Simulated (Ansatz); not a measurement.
CaO in the rocksalt structure (r2SCAN geometry), in Ansatz:

```
Ca O
1.0
     0.00000    2.39755    2.39755
     2.39755    0.00000    2.39755
     2.39755    2.39755    0.00000
Ca O
1 1
Direct
  0.00000 0.00000 0.00000
  0.50000 0.50000 0.50000
```

G0W0@PBE with 103 empty bands, a screening cutoff of 140 eV and a 4×4×4 mesh (PAW, contour deformation) gives 5.808 eV over the mesh points, from a PBE gap of 3.646 eV; it sums over 111 bands with 113 plane waves in the screening and a wave cutoff of 420 eV. The G0W0 figures hold for the stated bands, cutoff and mesh and aren't extrapolated. (Simulation; spin polarisation is off.)

Question: Estimate the gap with empty bands 44, screening cutoff 80 eV.

Answer: 5.662 eV (-0.146 eV), from a Kohn-Sham gap of 3.646 eV.

Question: Estimate the gap with starting point LDA.

Answer: 5.847 eV (+0.039 eV), from a Kohn-Sham gap of 3.475 eV.

Question: Estimate the gap with starting point r2SCAN.

Answer: 6.080 eV (+0.272 eV), from a Kohn-Sham gap of 4.193 eV.

Question: Another run gave a Kohn-Sham gap of 3.646 eV and a G0W0 gap of 5.921 eV, summing over 198 bands with 181 plane waves in the screening and a wave cutoff of 420 eV. What was changed?

Answer: Empty bands 190, screening cutoff 210 eV. The counts of bands and plane waves show it.
